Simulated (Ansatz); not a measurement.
**ZrS: tests of the settings**

The task here is to estimate one member of a computed series from the others.

The COD entry's cell or inner coordinates are ideal or old and differ from later refinements, so a difference from it is no clean test against experiment.

Computed with Ansatz 0.2.0 (DFT r2SCAN, scalar-relativistic, plane waves, PAW, unless a step's input says otherwise).

3 further runs of the same task are left out: 3 for a known fault of the program. Runs told in other sessions of the task aren't counted.

## The structure to begin with

It takes space group Fm-3m (No. 225, cubic). The conventional cell has a = 5.250 Å, b = 5.250 Å, c = 5.250 Å, α = 90.00°, β = 90.00°, γ = 90.00°. Zr (site symmetry m-3m) has 6 S at 2.62 Å in its first shell of neighbours. S (site symmetry m-3m) has 6 Zr at 2.62 Å in its first shell of neighbours.

Structure file:

```cif
data_structure
_symmetry_space_group_name_H-M 'P 1'
_symmetry_Int_Tables_number 1
_cell_length_a 3.7123
_cell_length_b 3.7123
_cell_length_c 3.7123
_cell_angle_alpha 60.000
_cell_angle_beta 60.000
_cell_angle_gamma 60.000
_cell_volume 36.18
loop_
_atom_site_label
_atom_site_type_symbol
_atom_site_fract_x
_atom_site_fract_y
_atom_site_fract_z
_atom_site_occupancy
Zr1 Zr 0.00000 0.00000 0.00000 1
S1 S 0.50000 0.50000 0.50000 1
```

The structure comes from the Crystallography Open Database; it is used as listed.

The first run:

Input file input.yaml:

```yaml
crystal:
  lattice:
    - [0.0, 2.625, 2.625]
    - [2.625, 0.0, 2.625]
    - [2.625, 2.625, 0.0]
  atoms:
    - { symbol: Zr, position: [0.0, 0.0, 0.0] }
    - { symbol: S, position: [0.5, 0.5, 0.5] }
basis:
  ecutwfc: 500
kpoints:
  mp_grid: { grid: [6, 6, 6] }
hamiltonian:
  xc: r2scan
scf:
  occupations: { method: gaussian, width: 0.1 }
output:
  forces: true
  stress: true
  eigenvalues: true
```

Launch:

```console
> ansatz run input.yaml --threads 1 --pin off --max-ram 2560MiB --backend cpu --events-out ev --progress --plain --runs-dir out
```

Among the steps run: Probe: one point at the start; Base run on a denser mesh; Plane-wave cutoff: 150 eV; Plane-wave cutoff: 200 eV; Plane-wave cutoff: 250 eV; Plane-wave cutoff: 300 eV; Plane-wave cutoff set to 350 eV; Plane-wave cutoff set to 380 eV; Plane-wave cutoff: 460 eV; Plane-wave cutoff set to 520 eV; Plane-wave cutoff set to 600 eV; Plane-wave cutoff: 700 eV; Plane-wave cutoff set to 850 eV.

One of the session's tables, all rows but one given; the rest of the session is left out.

It belongs to the step «The sweep of the plane-wave cutoff side by side». 

| cutoff (eV) | ΔE (meV/atom) | pressure (GPa) |
| --- | --- | --- |
| 150 | 4061 | -9.75 |
| 200 | 864 | 1.95 |
| 250 | 141 | -1.45 |
| 300 | ? | ? |
| 350 | 9.37 | -1.94 |
| 380 | 6.52 | -1.96 |
| 460 | 3.21 | -1.98 |
| 500 | 2.25 | -1.98 |
| 520 | 1.88 | -1.98 |
| 600 | 0.95 | -1.99 |
| 700 | 0.45 | -1.99 |
| 850 | 0.00 | -1.99 |

Q: Estimate the row for cutoff (eV) = 300 from the others.

Worked estimate for «ΔE (meV/atom)». A straight line through the neighbours (250, 141) and (350, 9.37) gives 141 + (9.37 − 141) × (300 − 250) / (350 − 250) = 75.2; a parabola fitted to 4 rows on both sides gives -97.9.

**Answer.** ΔE (meV/atom): 27.4; pressure (GPa): -1.74. In «ΔE (meV/atom)» the line misses by +47.8 and the parabola by -125.3. Between these rows the values bend or scatter more than so simple an estimate can follow.

Limits of these values: Warnings in the runs' records: cutoff below recommended.
